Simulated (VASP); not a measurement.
Crystal: Al2GaN3.

```
Al Ga N
1.0
     2.54116    1.46714    3.71347
    -2.54116    1.46714    3.71347
     0.00000   -2.93428    3.71347
Al Ga N
2 1 3
Direct
  0.62859 0.62859 0.62859
  0.37141 0.37141 0.37141
  0.00000 0.00000 0.00000
  0.00000 0.50000 0.00000
  0.50000 0.00000 0.00000
  0.00000 0.00000 0.50000
```

The cell was built by a generator and needn't be a form met in nature.

* Program: VASP 6.6.1
* Task: relaxation of cell and atoms
* Functional: PBE
* Potentials or basis: VASP PAW PBE potentials, release 64 (Al, Ga_d, N)
* Cutoff: 520 eV
* k mesh: 4 × 4 × 4
* Occupations: gaussian, width 0.15 eV
* Spin: no spin polarisation

At the start: pressure -15.5 GPa; volume 13.84 Å³/atom.

**Question.** Where does the relaxation end?

**Answer.** Over 24 steps the energy falls by 1435.1 meV/atom and the volume is 11.54 Å³/atom (-16.7 %); space group R-3m (No. 166, to 0.05 Å).

The path:
| step | energy change (eV) | largest force (eV/Å) | pressure (GPa) | volume (Å³) |
| --- | --- | --- | --- | --- |
| 1 | 0.0000 | 0.1964 | -15.55 | 83.07 |
| 2 | -2.0965 | 1.6184 | -1.81 | 67.68 |
| 3 | -3.0951 | 3.9808 | 23.16 | 57.65 |
| 4 | -3.7604 | 5.0504 | 31.01 | 55.71 |
| 5 | -4.1315 | 6.1108 | 40.65 | 53.88 |
| 6 | -3.7415 | 8.3026 | 70.82 | 50.14 |
| 7 | -4.1848 | 6.9416 | 48.68 | 52.64 |
| 8 | -5.3242 | 5.8939 | 43.36 | 53.70 |
| 9 | -7.1320 | 2.3668 | 34.66 | 56.60 |
| 10 | -7.1539 | 0.9217 | 34.46 | 57.40 |
| 11 | -7.9279 | 0.9654 | 17.15 | 60.96 |
| 12 | -8.3812 | 1.4117 | -4.31 | 68.37 |
| 13 | -8.3876 | 1.3593 | -2.71 | 67.68 |
| 14 | -8.4449 | 1.1373 | -2.28 | 67.49 |
| 15 | -8.5562 | 0.5460 | 0.63 | 66.90 |
| 16 | -8.4761 | 0.6505 | 10.51 | 65.69 |
| 17 | -8.5757 | 0.0834 | 4.80 | 66.51 |
| 18 | -8.6020 | 0.0996 | 0.73 | 68.01 |
| 19 | -8.6058 | 0.1392 | 0.15 | 68.54 |
| 20 | -8.6064 | 0.1971 | -1.70 | 69.63 |
| 21 | -8.6070 | 0.1648 | 0.29 | 68.85 |
| 22 | -8.6073 | 0.1806 | -0.79 | 69.24 |
| 23 | -8.6073 | 0.1783 | -0.39 | 69.12 |
| 24 | -8.6108 | 0.0416 | -0.06 | 69.22 |

Final structure:
```yaml
crystal:
  lattice:
    - [2.74585, 1.58532, 2.65034]
    - [-2.74585, 1.58532, 2.65034]
    - [0.00000, -3.17063, 2.65034]
  atoms:
    - { symbol: Al, position: [0.69497, 0.69497, 0.69497] }
    - { symbol: Al, position: [0.30503, 0.30503, 0.30503] }
    - { symbol: Ga, position: [0.00000, 0.00000, 0.00000] }
    - { symbol: N, position: [0.00000, 0.50000, 0.00000] }
    - { symbol: N, position: [0.50000, 0.00000, 0.00000] }
    - { symbol: N, position: [0.00000, 0.00000, 0.50000] }
```

Caveat: the k mesh is coarse (spacing up to 0.38 Å⁻¹), so the values aren't converged; the volume moved by over 15 % at a fixed basis, so the end points are rough.
